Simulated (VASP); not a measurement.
C:

```
C
1.0
     0.00000    1.78337    1.78337
     1.78337    0.00000    1.78337
     1.78337    1.78337    0.00000
C
2
Cartesian
  2.6751 2.6751 2.6751
  1.7834 1.7834 1.7834
```

This isn't the form of C at room conditions, which is graphite.

Base run:

| Quantity | Value |
| --- | --- |
| Program | VASP 6.6.1 |
| Functional | rSCAN |
| Potentials or basis | VASP PAW PBE potentials, release 64 (C) |
| Cutoff | 520 eV |
| k mesh | 13 × 13 × 13 |
| Occupations | fermi-dirac, width 0.05 eV |
| Spin | no spin polarisation |

Its results: band gap on the k mesh 4.37 eV, indirect (least direct gap 5.83 eV).

Q: After a change of settings the same cell gave: band gap on the k mesh 4.11 eV, indirect (least direct gap 5.54 eV). Which change was it?
A. functional from rSCAN to LDA; potentials or basis from VASP PAW PBE potentials, release 64 (C) to VASP PAW LDA potentials, release 64 (C)
B. functional from rSCAN to r2SCAN; further incar settings from ALGO = Normal; EDIFF = 1e-06; NBANDS = 11 to ALGO = Normal; EDIFF = 1e-07; NBANDS = 11
C. functional from rSCAN to SCAN; further incar settings from ALGO = Normal; EDIFF = 1e-06; NBANDS = 11 to ALGO = Normal; EDIFF = 1e-06

A: A.

Runs at the PBE level aren't shown here.
